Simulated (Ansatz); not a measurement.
Relaxed bulk TiAl:

```
CELL_PARAMETERS angstrom
2.81056 0.00000 0.00000
0.00000 2.81056 0.00000
0.00000 0.00000 4.06500
ATOMIC_POSITIONS crystal
Ti 0.00000 0.00000 0.00000
Al 0.50000 0.50000 0.50000
```

Miller indices refer to the conventional cell of P4/mmm (No. 123), a = 2.811 Å, b = 2.811 Å, c = 4.065 Å, α = 90.00°, β = 90.00°, γ = 90.00°.

Consider the (100) slab of 8 planes, 9.8 Å thick with 15 Å of vacuum as cut; outer planes Ti (top) and Al (bottom), all atoms relaxed.

The calculation used Ansatz, DFT r2SCAN, scalar-relativistic, plane waves, PAW. Settings: cutoff 500 eV, Γ-centred mesh 12×9×1 on the computed 8-atom cell, Gaussian smearing of 0.10 eV; no spin polarisation. The cell repeats along c with a dipole correction in the vacuum.

Problem. Estimate the surface energy (mean of both faces).

Solution. 2.19 J/m².

Problem. Predict the work function.

Solution. 3.10 eV (top), 4.21 eV (bottom).

Problem. Give the dipole of the slab along +c, per cell.

Solution. 0.07 e·Å.

Problem. The top two planes lie 1.405 Å apart in the bulk. How does relaxation change this?

Solution. The spacing becomes 1.257 Å (-10.5 %).